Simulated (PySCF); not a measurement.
Isomers of C5H11N, mass 85.089 u with the commonest isotopes. Level of theory: PBE0-D3(BJ)/def2-SVP geometry optimisation, gas phase in PySCF 2.14.0. One conformer each, none proved a minimum here; rigid rotors.

Question: Order these by radius of gyration √(Σ m r²/M), smallest first.
A. tert-butylazomethine (`C=NC(C)(C)C`)
B. `[CH2:1]=[CH:2][CH2:3][NH:4][CH2:5][CH3:6]` with C1–C2–C3–N4 -118°, C2–C3–N4–C5 -71°, C3–N4–C5–C6 -176°
C. `[CH2:1]1[CH2:2][CH2:3][NH:4][CH2:5][CH2:6]1` with C6–C1–C2–C3 -53°, C1–C2–C3–N4 53°, C2–C3–N4–C5 -53°, C3–N4–C5–C6 53° (piperidine)
D. `[CH2:1]=[CH:2][N:3]([CH3:4])[CH2:5][CH3:6]` with C1–C2–N3–C4 -2°, C2–N3–C5–C6 84°

Answer: C (1.578 Å), A (1.656 Å), D (1.792 Å), B (2.085 Å).

Question: Order these by dipole moment, largest first.
A. `[CH2:1]=[CH:2][CH2:3][NH:4][CH2:5][CH3:6]` with C1–C2–C3–N4 -118°, C2–C3–N4–C5 -71°, C3–N4–C5–C6 -176°
B. `[CH2:1]1[CH2:2][CH2:3][NH:4][CH2:5][CH2:6]1` with C6–C1–C2–C3 -53°, C1–C2–C3–N4 53°, C2–C3–N4–C5 -53°, C3–N4–C5–C6 53°
C. `C=NC(C)(C)C` (tert-butylazomethine)
D. `[CH2:1]=[CH:2][N:3]([CH3:4])[CH2:5][CH3:6]` with C1–C2–N3–C4 -2°, C2–N3–C5–C6 84°

Answer: D (1.74 D), C (1.38 D), B (1.05 D), A (0.72 D).

Question: Order these by rotational constant B, largest first.
A. `[CH2:1]=[CH:2][N:3]([CH3:4])[CH2:5][CH3:6]` with C1–C2–N3–C4 -2°, C2–N3–C5–C6 84°
B. `[CH2:1]1[CH2:2][CH2:3][NH:4][CH2:5][CH2:6]1` with C6–C1–C2–C3 -53°, C1–C2–C3–N4 53°, C2–C3–N4–C5 -53°, C3–N4–C5–C6 53° (piperidine)
C. tert-butylazomethine, `C=NC(C)(C)C`
D. `[CH2:1]=[CH:2][CH2:3][NH:4][CH2:5][CH3:6]` with C1–C2–C3–N4 -118°, C2–C3–N4–C5 -71°, C3–N4–C5–C6 -176°
E. `[CH3:1][CH2:2]/[C:3]([CH3:4])=[N:5]\[CH3:6]` with C1–C2–C3–C4 -92°

Answer: B (4432 MHz), E (3184 MHz), C (2886 MHz), A (2411 MHz), D (1486 MHz).

| SMILES | point group | Ia (u·Å²) | Ib (u·Å²) | Ic (u·Å²) | κ | μa (D) | μb (D) | μc (D) |
| --- | --- | --- | --- | --- | --- | --- | --- | --- |
| C=NC(C)(C)C | Cs | 113.41 | 175.10 | 178.22 | -0.94 | 0.08 | 1.38 | 0.01 |
| C=CN(C)CC | C1 | 87.26 | 209.64 | 249.59 | -0.80 | 1.68 | 0.44 | 0.13 |
| CC/C(C)=N\C | C1 | 130.07 | 158.74 | 253.69 | 0.26 | 1.38 | 1.04 | 0.54 |
| C1CCNCC1 | Cs | 111.71 | 114.03 | 198.08 | 0.91 | 0.84 | 0.00 | 0.62 |
| C=CCNCC | C1 | 47.08 | 340.02 | 353.05 | -0.99 | 0.07 | 0.72 | 0.04 |
